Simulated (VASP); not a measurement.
Input of a VASP 6.6.1 run:

The input INCAR:

```
ALGO     = Normal         # electronic algorithm
EDIFF    = 1E-7           # SCF threshold, eV
ENCUT    = 520            # plane-wave cutoff, eV
GGA      = CA             # functional
ISIF     = 2              # what is computed and relaxed
ISMEAR   = -1             # smearing method
LASPH    = T              # aspherical terms in the spheres
LCHARG   = F              # write CHGCAR
LREAL    = F              # projectors in reciprocal space
LWAVE    = F              # write WAVECAR
NBANDS   = 15             # bands
NELM     = 80             # most SCF steps
PREC     = Accurate       # precision mode
SIGMA    = 0.05           # smearing width, eV
```

Contents of KPOINTS:

```
k-points
0
Gamma
  15 15 15
```

File POSCAR:

```
ZrC
1.0
    0.0000000000      2.3502100000      2.3502100000
    2.3502100000      0.0000000000      2.3502100000
    2.3502100000      2.3502100000      0.0000000000
Zr C
1 1
Direct
    0.5000000000      0.5000000000      0.5000000000
    0.0000000000      0.0000000000      0.0000000000
```

Potentials or basis: VASP PAW LDA potentials, release 64 (Zr_sv, C).

Command:

```bash
$ cat potpaw_LDA.64/Zr_sv/POTCAR potpaw_LDA.64/C/POTCAR > POTCAR
$ mpirun -np 1 vasp_std > vasp.out
```

Problem. Estimate the pressure.

Solution. -8.1 GPa.

Problem. What does it give for the band gap on the k mesh?

Solution. None (metal or under the smearing width).
